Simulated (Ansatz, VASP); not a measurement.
**One calculation of ZnS, two programs**

```xyz
4
Lattice="3.7819 0.0000 0.0000 -1.8909 3.2752 0.0000 0.0000 0.0000 6.2081" Properties=species:S:1:pos:R:3 pbc="T T T"
Zn    0.0000    2.1835    0.0030
Zn    1.8909    1.0917    3.1071
S     0.0000    2.1835    2.3250
S     1.8909    1.0917    5.4290
```

Alike in both runs: functional PBEsol; k mesh 9 × 9 × 6; occupations gaussian, width 0.02 eV; no spin polarisation.

Ansatz relaxed the structure, and its values are those at the end. VASP's run is a single point on that final structure, the one shown.

|  | VASP | Ansatz |
| --- | --- | --- |
| version | VASP 6.6.1 | Ansatz 0.2.0 |
| potentials or method | VASP PAW PBE potentials, release 64 (Zn, S) | scalar-relativistic, plane waves, PAW |
| plane-wave cutoff (eV) | 520 | 420 |
| valence electrons in the cell | 36 | 36 |

```tsv
	VASP	Ansatz	Ansatz less VASP
gap on the k mesh at the Fermi level (eV)	2.16	2.15	-0.007
least direct gap on the mesh (eV)	2.16	2.15	-0.007
pressure (GPa)	0.2	0.0	-0.19
```

Caveats: the PAW data sets were made with another functional, which shifts forces and pressure a little (VASP). PBEsol gaps usually lie below the measured ones, often by a third to a half.
